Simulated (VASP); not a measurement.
Crystal: CdS (Greenockite).

```xyz
4
Lattice="4.1500 0.0000 0.0000 -2.0750 3.5940 0.0000 0.0000 0.0000 6.7370" Properties=species:S:1:pos:R:3 pbc="T T T"
Cd    2.0750    1.1980    3.3685
Cd    0.0000    2.3960    0.0000
S     2.0750    1.1980    5.8949
S     0.0000    2.3960    2.5264
```

Base run:

```yaml
Program: VASP 6.6.1
Functional: TB-mBJ
Potentials_or_basis: VASP PAW PBE potentials, release 64 (Cd, S)
Cutoff: 520 eV
k_mesh: 7 × 7 × 4
Occupations: fermi-dirac, width 0.05 eV
Spin: no spin polarisation
```

Its results: band gap on the k mesh 2.71 eV, direct.

Task: After a change of settings the same cell gave: band gap on the k mesh 2.03 eV, direct. Which change was it?
A. functional from TB-mBJ to r2SCAN; further incar settings from ALGO = Normal; EDIFF = 1e-07 to ALGO = Normal; EDIFF = 1e-06
B. functional from TB-mBJ to HSE03; k mesh from 7 × 7 × 4 to 4 × 4 × 2
C. functional from TB-mBJ to PBEsol; further incar settings from ALGO = Normal; EDIFF = 1e-07 to ALGO = Normal; EDIFF = 1e-07; NBANDS = 26
D. functional from TB-mBJ to PBE; potentials or basis from VASP PAW PBE potentials, release 64 (Cd, S) to VASP PAW PBE potentials, release 64 (Cd, S_h); cutoff from 520 eV to 900 eV

Result: B.

Caveats: some runs use coarse meshes.

Not every run made on this cell is shown here.
